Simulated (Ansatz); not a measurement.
Crystal: MgO2.

```
Mg O
1.0
     1.60476    0.92651    3.49398
    -1.60476    0.92651    3.49398
     0.00000   -1.85302    3.49398
Mg O
1 2
Direct
  0.00000 0.00000 0.00000
  0.57121 0.57121 0.57121
  0.42879 0.42879 0.42879
```

The cell comes from a database or a generator and needn't be the stable form of this composition.

```yaml
Program: Ansatz 0.2.0
Task: relaxation of cell and atoms
Functional: HSE06
Potentials_or_basis: Ansatz PAW
Cutoff: "420 eV (not typed: the program's choice for these potentials)"
k_mesh: 6 × 6 × 6
Occupations: fermi-dirac, width 0.05 eV
Spin: no spin polarisation
```

At the start: volume 10.39 Å³/atom.

Task: Where does the relaxation end?

Result: It ends after 8 steps and the volume is 9.93 Å³/atom (-4.4 %); space group R-3m (No. 166, to 0.05 Å).

Step by step:
| step | energy change (eV) | largest force (eV/Å) | volume (Å³) |
| --- | --- | --- | --- |
| 1 | 0.0000 | 0.9851 | 31.17 |
| 2 | -0.0341 | 0.5041 | 30.52 |
| 3 | -0.0475 | 0.0976 | 29.78 |
| 4 | -0.0476 | 0.0013 | 29.85 |
| 5 | -0.0476 | 0.0018 | 29.85 |
| 6 | -0.0439 | 0.0018 | 29.85 |
| 7 | -0.0442 | 0.0015 | 29.79 |
| 8 | -0.0440 | 0.0015 | 29.79 |

Final structure:
```cif
data_structure
_symmetry_space_group_name_H-M 'P 1'
_symmetry_Int_Tables_number 1
_cell_length_a 3.9025
_cell_length_b 3.9025
_cell_length_c 3.9025
_cell_angle_alpha 47.723
_cell_angle_beta 47.723
_cell_angle_gamma 47.723
_cell_volume 29.79
loop_
_atom_site_label
_atom_site_type_symbol
_atom_site_fract_x
_atom_site_fract_y
_atom_site_fract_z
_atom_site_occupancy
Mg1 Mg 0.00000 0.00000 0.00000 1
O1 O 0.56980 0.56980 0.56980 1
O2 O 0.43020 0.43020 0.43020 1
```

Caveat: the plane-wave basis is chosen anew once the cell has moved, so the energies of steps on either side of that aren't comparable; the pressure holds a Pulay correction of +0.6 GPa for the finite cutoff; the PAW data sets come from PBE, with cores solved anew for the run's functional, which leaves a small shift of forces and pressure.
